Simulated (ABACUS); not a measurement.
Runs of ABACUS 3.10.1 on Mg. The structure is cubic, space group Im-3m (No. 229). The conventional cell has a = 3.546 Å, b = 3.546 Å, c = 3.546 Å, α = 90.00°, β = 90.00°, γ = 90.00°. Around Mg (site symmetry m-3m) lie 8 Mg at 3.07 Å. This isn't the form of Mg at room conditions, which is hcp.

```csv
task,potentials or basis,cell,orbital files,gap on the mesh (eV),pressure (GPa),V0 of scaled cells (Å³/atom),B0 (GPa)
single point,"PseudoDojo NC SR 0.4.1 PBE standard, DZP LCAO (the cutoffs set its grid)",cell strained at random at fixed volume,Mg Mg_confined-atom_8au_3s2p1d.orb,none,1.1,-,-
equation of state,"PseudoDojo NC SR 0.4.1 PBE standard, DZP LCAO (the cutoffs set its grid)",as given,Mg Mg_confined-atom_8au_3s2p1d.orb,-,-,(a),38
equation of state,"PseudoDojo NC SR 0.4.1 PBE standard, TZDP LCAO (the cutoffs set its grid)",as given,Mg Mg_confined-atom_8au_4s3p2d1f.orb,-,-,23.00,36
single point,"PseudoDojo NC SR 0.4.1 PBE standard, TZDP LCAO (the cutoffs set its grid)",as given,Mg Mg_confined-atom_8au_4s3p2d1f.orb,none,(b),-,-
single point,"PseudoDojo NC SR 0.4.1 PBE standard, DZP LCAO (the cutoffs set its grid)",as given,Mg Mg_confined-atom_8au_3s2p1d.orb,none,1.1,-,-
```

Alike in all rows: level PBE; no spin polarisation; k mesh 11 × 11 × 11; cutoff (eV) 1361; smearing fermi-dirac 0.05 eV.

Problem. Estimate the missing entries.

Solution. (a) 22.88; (b) 1.2.

Caveats: the atomic orbitals were generated for these runs and aren't a published set; the basis of atomic orbitals isn't converged, which shifts pressures, moduli and gaps.

A gap of «none» marks a metal or a gap under the smearing width.
